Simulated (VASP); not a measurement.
# GaAs in VASP: one cell, several levels of theory, part 2 of 2

VASP 6.6.1, plane waves, PAW.

## 3. Single point with r2SCAN

The input, INCAR:

```
ENCUT = 520.000000
SIGMA = 0.010000
EDIFF = 1.00e-07
ALGO = Normal
METAGGA = R2SCAN
PREC = Accurate
IBRION = -1
ISIF = 2
ISMEAR = 0
NBANDS = 16
NELM = 120
NSW = 0
LASPH = .TRUE.
LCHARG = .TRUE.
LELF = .TRUE.
LWAVE = .FALSE.
LREAL = .FALSE.
```

The input, KPOINTS:

```
KPOINTS created by Atomic Simulation Environment
0
Gamma
8 8 8
0 0 0
```

The input, KPOINTS_OPT:

```
special points
6
Reciprocal
0.0000000000 0.0000000000 0.0000000000 1
-0.5000000000 -0.5000000000 0.0000000000 1
-0.3750000000 -0.3750000000 0.2500000000 1
-0.3750000000 0.0000000000 0.3750000000 1
0.0000000000 0.0000000000 0.5000000000 1
-0.5000000000 -0.2500000000 0.2500000000 1
```

The input, POSCAR:

```
Ga As
 1.0000000000000000
     0.0000000000000000    2.8330850946999999    2.8622658712000000
     2.8330850946999999    0.0000000000000000    2.8622658712000000
     2.8330850946999999    2.8330850946999999    0.0000000000000000
 Ga  As
   1   1
Cartesian
  0.0000000000000000  0.0000000000000000  0.0000000000000000
  1.4165425473499997  1.4165425473499997  1.4311329355999998
```

Run with:

```console
$ mpirun -np 1 vasp_std
```

Printed to the terminal (iteration lines stand in OSZICAR):

```text
POSCAR found type information on POSCAR GaAs
 POSCAR found :  2 types and       2 ions
 -----------------------------------------------------------------------------
|                                                                             |
|                                                                             |
|     You enforced a specific xc type in the INCAR file but a different       |
|     I HOPE YOU KNOW WHAT YOU ARE DOING!                                     |
|                                                                             |
 -----------------------------------------------------------------------------

 LDA part: xc-table for (None), standard interpolation
 POSCAR, INCAR and KPOINTS ok, starting setup
 FFT: planning ... GRIDC
 FFT: planning ... GRID_SOFT
 FFT: planning ... GRID
 WAVECAR not read
 entering main loop
 Start KPOINTS_OPT (optional k-point list driver)
k-point batch [1-6\6]
```

OSZICAR:

```text
N       E                     dE             d eps       ncg     rms          rms(c)
DAV:   1     0.660397256389E+02    0.66040E+02   -0.91687E+03  1904   0.158E+03
DAV:   2    -0.223913096025E+02   -0.88431E+02   -0.84489E+02  2184   0.319E+02
DAV:   3    -0.290330617457E+02   -0.66418E+01   -0.66222E+01  2288   0.680E+01
DAV:   4    -0.291360836232E+02   -0.10302E+00   -0.10301E+00  2320   0.947E+00
DAV:   5    -0.291374816679E+02   -0.13980E-02   -0.13980E-02  2312   0.100E+00    0.312E+00
DAV:   6    -0.270547031995E+02    0.20828E+01   -0.50246E-01  2112   0.130E+01    0.189E+00
DAV:   7    -0.270477100758E+02    0.69931E-02   -0.16085E-01  2240   0.335E+00    0.845E-01
DAV:   8    -0.270513472388E+02   -0.36372E-02   -0.80343E-03  2424   0.717E-01    0.308E-01
DAV:   9    -0.270517826955E+02   -0.43546E-03   -0.13068E-03  2336   0.411E-01    0.467E-02
DAV:  10    -0.270517944642E+02   -0.11769E-04   -0.12090E-04  2352   0.776E-02    0.224E-02
DAV:  11    -0.270517895248E+02    0.49394E-05   -0.15356E-05  2232   0.283E-02    0.227E-03
DAV:  12    -0.270517892312E+02    0.29357E-06   -0.62725E-07  2448   0.125E-02    0.938E-04
DAV:  13    -0.270517910425E+02   -0.18113E-05   -0.69286E-08  1800   0.275E-03    0.358E-04
DAV:  14    -0.270517913690E+02   -0.32651E-06   -0.34737E-08  1240   0.329E-03    0.672E-05
DAV:  15    -0.270517913087E+02    0.60287E-07   -0.37037E-09  1208   0.914E-04
   1 F= -.27051791E+02 E0= -.27051791E+02  d E =-.424686E-15
       N       E                     dE             ncg
DAV:   1     0.126559084985E+04   -0.33592E+04      208
DAV:   2     0.745991309539E+03   -0.51960E+03      216
DAV:   3     0.707024657753E+03   -0.38967E+02      232
DAV:   4     0.706446881633E+03   -0.57778E+00      248
DAV:   5     0.706440078955E+03   -0.68027E-02      240
DAV:   6     0.706439810690E+03   -0.26826E-03      280
DAV:   7     0.706439808214E+03   -0.24757E-05      264
DAV:   8     0.706439808076E+03   -0.13763E-06      208
DAV:   9     0.706439808074E+03   -0.25159E-08      168
```

OUTCAR, selected sections:

```text
k-points           NKPTS =     59   k-points in BZ     NKDIM =     59   number of bands    NBANDS=     16

   NELECT =      18.0000    total number of electrons

   dimension x,y,z NGX =    30 NGY =   30 NGZ =   30
   dimension x,y,z NGXF=    60 NGYF=   60 NGZF=   60

  energy-cutoff  :      520.00
  volume of cell :       45.95
      direct lattice vectors                 reciprocal lattice vectors
     0.000000000  2.833085095  2.862265871    -0.176486051  0.176486051  0.174686777
     2.833085095  0.000000000  2.862265871     0.176486051 -0.176486051  0.174686777
     2.833085095  2.833085095  0.000000000     0.176486051  0.176486051 -0.174686777

 k-points in reciprocal lattice and weights: KPOINTS created by Atomic Simulation Env
   0.00000000  0.00000000  0.00000000       0.002
   0.12500000  0.00000000  0.00000000       0.016
   0.25000000  0.00000000  0.00000000       0.016
   0.37500000  0.00000000  0.00000000       0.016
   0.50000000  0.00000000  0.00000000       0.008
   0.12500000  0.12500000  0.00000000       0.004
   0.25000000  0.12500000  0.00000000       0.016
   0.37500000  0.12500000  0.00000000       0.016
[... 51 more k-points ...]

 E-fermi :   3.5919

 k-point     1 :       0.0000    0.0000    0.0000
  band No.  band energies     occupation
      1     -11.6878      2.00000
      2     -11.6853      2.00000
      3     -11.6853      2.00000
      4     -11.6020      2.00000
      5     -11.6000      2.00000
      6      -9.5648      2.00000
      7       3.4805      2.00000
      8       3.5423      2.00000
      9       3.5423      2.00000
     10       4.3819      0.00000
     11       7.5482      0.00000
     12       7.5482      0.00000
     13       7.5789      0.00000
     14      11.7091      0.00000
     15      14.0092      0.00000
     16      14.2126      0.00000

 k-point     2 :       0.1250    0.0000    0.0000
  band No.  band energies     occupation
      1     -11.7003      2.00000
      2     -11.6833      2.00000
      3     -11.6817      2.00000
      4     -11.6022      2.00000
      5     -11.6001      2.00000
      6      -9.3772      2.00000
      7       1.6042      2.00000
      8       3.2610      2.00000
      9       3.3104      2.00000
     10       5.4054      0.00000
     11       7.9037      0.00000
     12       7.9106      0.00000
     13       8.0605      0.00000
     14      12.6395      0.00000
     15      13.2153      0.00000
     16      13.3591      0.00000

 k-point     3 :       0.2500    0.0000    0.0000
  band No.  band energies     occupation
      1     -11.7309      2.00000
      2     -11.6754      2.00000
      3     -11.6738      2.00000
      4     -11.6018      2.00000
      5     -11.5994      2.00000
      6      -8.8547      2.00000
      7      -0.6365      2.00000
      8       2.8046      2.00000
      9       2.8710      2.00000
     10       5.2822      0.00000
     11       8.4367      0.00000
     12       8.4563      0.00000
     13       9.8869      0.00000
     14      12.9897      0.00000
     15      13.0756      0.00000
     16      13.1237      0.00000

 k-point     4 :       0.3750    0.0000    0.0000
  band No.  band energies     occupation
      1     -11.7580      2.00000
      2     -11.6689      2.00000
      3     -11.6674      2.00000
      4     -11.6001      2.00000
      5     -11.5972      2.00000
      6      -8.1594      2.00000
      7      -2.4313      2.00000
      8       2.4487      2.00000
      9       2.5292      2.00000
     10       4.9549      0.00000
     11       8.5223      0.00000
     12       8.5798      0.00000
     13      11.6414      0.00000
     14      13.0914      0.00000
     15      14.2312      0.00000
     16      14.2803      0.00000

 k-point     5 :       0.5000    0.0000    0.0000
  band No.  band energies     occupation
      1     -11.7685      2.00000
      2     -11.6667      2.00000
      3     -11.6652      2.00000
      4     -11.5988      2.00000
      5     -11.5958      2.00000
      6      -7.7667      2.00000
      7      -3.1995      2.00000
      8       2.3201      2.00000
      9       2.4060      2.00000
     10       4.8293      0.00000
     11       8.4706      0.00000
     12       8.5379      0.00000
     13      11.7911      0.00000
     14      14.5254      0.00000
     15      15.9520      0.00000
     16      16.0450      0.00000

 k-point     6 :       0.1250    0.1250    0.0000
  band No.  band energies     occupation
      1     -11.7095      2.00000
      2     -11.6783      2.00000
      3     -11.6783      2.00000
      4     -11.6027      2.00000
      5     -11.6001      2.00000
      6      -9.3177      2.00000
      7       1.5559      2.00000
      8       2.8909      2.00000
      9       2.8909      2.00000
     10       6.1390      0.00000
     11       6.9799      0.00000
     12       8.5247      0.00000
     13       8.5247      0.00000
     14      11.9522      0.00000
     15      12.9699      0.00000
     16      14.4710      0.00000

 k-point     7 :       0.2500    0.1250    0.0000
  band No.  band energies     occupation
      1     -11.7332      2.00000
      2     -11.6722      2.00000
      3     -11.6702      2.00000
      4     -11.6048      2.00000
      5     -11.5986      2.00000
      6      -8.9075      2.00000
      7      -0.1250      2.00000
      8       2.3629      2.00000
      9       2.4005      2.00000
     10       6.3531      0.00000
     11       7.3180      0.00000
     12       9.3020      0.00000
     13       9.4020      0.00000
     14      11.8157      0.00000
     15      14.2123      0.00000
     16      14.2803      0.00000

 k-point     8 :       0.3750    0.1250    0.0000
  band No.  band energies     occupation
      1     -11.7576      2.00000
      2     -11.6669      2.00000
      3     -11.6631      2.00000
      4     -11.6038      2.00000
      5     -11.5974      2.00000
      6      -8.2533      2.00000
      7      -1.9214      2.00000
      8       1.7403      2.00000
      9       2.1070      2.00000
     10       6.0863      0.00000
     11       8.0149      0.00000
     12       9.4840      0.00000
     13      10.1780      0.00000
     14      13.3383      0.00000
     15      14.2674      0.00000
     16      15.0592      0.00000

[... the tables of k-points 9 to 59 left out ...]

  Total       -0.1107895     -0.1107895     -0.3070834      0.0000000      0.0000000      0.0000000
  in kB       -3.8632244     -3.8632244    -10.7079831      0.0000000      0.0000000      0.0000000
  external PRESSURE =      -6.1448106 kB  Pullay stress =       0.0000000 kB

 POSITION                                       TOTAL-FORCE (eV/Angst)
 -----------------------------------------------------------------------------------
      0.00000      0.00000      0.00000         0.000000     -0.000000     -0.000000
      1.41654      1.41654      1.43113        -0.000000      0.000000      0.000000
 -----------------------------------------------------------------------------------
    total drift:                                0.000003      0.000003     -0.000004

  FREE ENERGIE OF THE ION-ELECTRON SYSTEM (eV)
  ---------------------------------------------------
  free  energy   TOTEN  =       -27.0517913087 eV

  energy  without entropy=      -27.0517913087  energy(sigma->0) =      -27.05179131
```

It took 2.9 min on 1 MPI rank of Intel Xeon Platinum 8488C, shared host; peak memory 0.21 GiB.

The levels at the points of KPOINTS_OPT are read from vasprun.xml.

Levels at the named points, in eV from the top of band v (v: the last filled band by count, c: the next):

| point | v−1 | v | c | c+1 |
| --- | --- | --- | --- | --- |
| Γ | 0.00 | 0.00 | 0.84 | 4.01 |
| X | -2.69 | -2.69 | 1.81 | 2.00 |
| U | -3.90 | -2.26 | 2.32 | 5.04 |
| K | -3.90 | -2.33 | 2.23 | 4.92 |
| L | -1.22 | -1.14 | 1.29 | 4.93 |
| W | -3.58 | -3.38 | 4.95 | 5.06 |

Gap with r2SCAN: 0.84 eV, direct (Γ). The pressure is -0.61 GPa; the forces vanish within 0.01 eV/Å.

## 4. Summary

This closing draws on all 2 parts.

```
 level  gap (eV)  pressure (GPa)
   PBE      0.37            2.22
r2SCAN      0.84           -0.61
```

What this shows: The gap runs from 0.37 eV (PBE) to 0.84 eV (r2SCAN). The pressure is highest with PBE (2.2 GPa) and lowest with r2SCAN (-0.6 GPa), which orders the cells that they would relax to.
